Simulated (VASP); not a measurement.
# VASP inputs for BN (zincblende)

INCAR, step 1 (PBE orbitals to start from)

```
EDIFF = 1E-5
PREC = Accurate
ENCUT = 520
LCHARG = .FALSE.
GGA = PE
LWAVE = .TRUE.
LREAL = .FALSE.
NBANDS = 11
NELM = 120
LASPH = .TRUE.
SIGMA = 0.01
ISMEAR = 0
```

INCAR, step 2

```
ISTART = 1
IBRION = -1
SIGMA = 0.01
LHFCALC = .TRUE.
ISIF = 2
LASPH = .TRUE.
AEXX = 0.25
EDIFF = 1E-7
NELM = 120
LREAL = .FALSE.
HFSCREEN = 0.2079
ENCUT = 520
GGA = PE
NSW = 0
ALGO = Normal
PRECFOCK = Fast
NBANDS = 11
LCHARG = .FALSE.
LWAVE = .FALSE.
PREC = Accurate
ISMEAR = 0
```

KPOINTS

```
KPOINTS created by Atomic Simulation Environment
0
Gamma
8 8 8
0 0 0
```

KPOINTS_OPT

```
special points
6
Reciprocal
0.0000000000 0.0000000000 0.0000000000 1
0.5000000000 0.0000000000 0.5000000000 1
0.5000000000 0.2500000000 0.7500000000 1
0.3750000000 0.3750000000 0.7500000000 1
0.5000000000 0.5000000000 0.5000000000 1
0.6250000000 0.2500000000 0.6250000000 1
```

POSCAR

```
B  N
 1.0000000000000000
     0.0000000000000000    1.8048254637186480    1.8048254637186480
     1.8048254637186480   -0.0000000000000000    1.8048254637186480
     1.8048254637186480    1.8048254637186480    0.0000000000000000
 B   N
   1   1
Cartesian
  0.0000000000000000  0.0000000000000000 -0.0000000000000000
  0.9024127318593240  0.9024127318593240  0.9024127318593240
```

VASP ran with the recommended PBE PAW datasets (8 valence electrons in the cell).

Question: What does this run give?

Answer: gap between bands v and c 5.78 eV; least direct gap 10.57 eV; pressure -3.9 GPa.

Band v is the last that the valence electrons fill when counted band by band, and c is the next. Levels in eV from the top of v:

```tsv
point	v−1	v	c	c+1
Γ	0.00	0.00	10.57	10.57
X	-5.34	-5.34	5.78	10.76
W	-7.57	-7.01	11.25	15.42
K	-8.30	-4.43	8.38	14.75
L	-2.11	-2.11	11.90	12.54
```
